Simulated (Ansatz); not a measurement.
System: fluorite SrF₂. Method: HSE06 (Ansatz, a quantum-chemistry and plane-wave program, PAW).

The input as run:

Ansatz 0.2 input:
```yaml
crystal:
  lattice:
    - [0.0, 2.8552988979, 2.8552988979]
    - [2.8552988979, 0.0, 2.8552988979]
    - [2.8552988979, 2.8552988979, 0.0]
  atoms:
    - { symbol: Sr, position: [0.0, 0.0, 0.0] }
    - { symbol: F, position: [0.25, 0.25, 0.25] }
    - { symbol: F, position: [0.75, 0.75, 0.75] }
basis:
  ecutwfc: 460
  ecutrho_ratio: 4
  xc_grid: 2
kpoints:
  mp_grid: { grid: [8, 8, 8] }
hamiltonian:
  xc: hse06
  dispersion: none
  pseudopotentials: { kind: paw }
scf:
  occupations: { method: fermi_dirac, width: 0.01 }
  convergence: { dr2_threshold: 0.0000000003 }
output:
  forces: true
  stress: true
  eigenvalues: true
```

Q: How many irreducible k-points, plane waves at Γ does the program set up, and what pressure does the run end with?

A: 29 irreducible k-points, 1037 plane waves at Γ; P = 4.10 GPa, so the cell is compressed on average and its volume would grow at this level.

Excerpt of the program's output:

```
WARN output.stress: scf.exx.energy_threshold = 1e-6 eV is looser than the 3e-8 eV advised for a stress under a hybrid functional (1e-8 eV for each atom of the …
Crystal: 3 atoms, lattice volume = 46.557 Å³
Basis set: ecut = 460 eV, 1037 PW (Γ), exchange–correlation on 60×60×60 points (8 copies of the dense FFT grid, shifted against one another)
Bands: 16, of which v1, the nominal top of the filled ones, is band 12 counted from 1 (11 counted from 0)
Symmetry: 48 space group operations
Space group: Fm-3m (ITA 225), of the structure as read, at distance tolerance 3.6e-5 Å
k-points: 29 of 512
SCF iter   1: F=—  HF=-5167.147929 eV  |F-HF|=—  |Δ(HF+E_count)|=         —  Δρ=1.35e-3  dr2=3.91e-4
SCF iter   2: F=-5167.148124 eV  HF=-5167.148076 eV  |F-HF|=4.78e-5  |Δ(HF+E_count)|=   1.47e-4  Δρ=5.54e-4  dr2=5.44e-5
Crystal: 3 atoms, lattice volume = 46.557 Å³
Initial density: handed on by an earlier stage of this run
  ...
Crystal: 3 atoms, lattice volume = 46.557 Å³
SCF iter   3: F=—  HF=-5169.493550 eV  |F-HF|=—  |Δ(HF+E_count)|=   9.94e-8  Δρ=4.34e-6  dr2=7.32e-9
SCF iter   4: F=-5169.493550 eV  HF=-5169.493550 eV  |F-HF|=1.18e-11  |Δ(HF+E_count)|=   3.11e-9  Δρ=4.87e-7  dr2=6.20e-11
SCF 3 converged in 4 iterations: F = -5169.493550 eV  dr2 = 6.20e-11
Free energy (F): -5169.493550 eV
Internal energy: -5169.493550 eV  (E = F + TS)
E sigma→0 (E₀):  -5169.493550 eV
Fermi energy:    6.544228 eV
--- Forces (eV/Å), atoms counted from 1 ---
  atom   1  Sr    -0.00000000     0.00000000     0.00000000
  atom   2  F     -0.00000000     0.00000000     0.00000000
  atom   3  F      0.00000000    -0.00000000     0.00000000
--- Stress (GPa, compression-positive) ---
        4.099535      -0.000000      -0.000000
       -0.000000       4.099535       0.000000
        0.000000       0.000000       4.099535
  P = ⅓ Tr σ = 4.0995 GPa (40.995 kbar)
```

The cell is one volume of an energy–volume scan, off the minimum.

The PAW data were made under PBE.
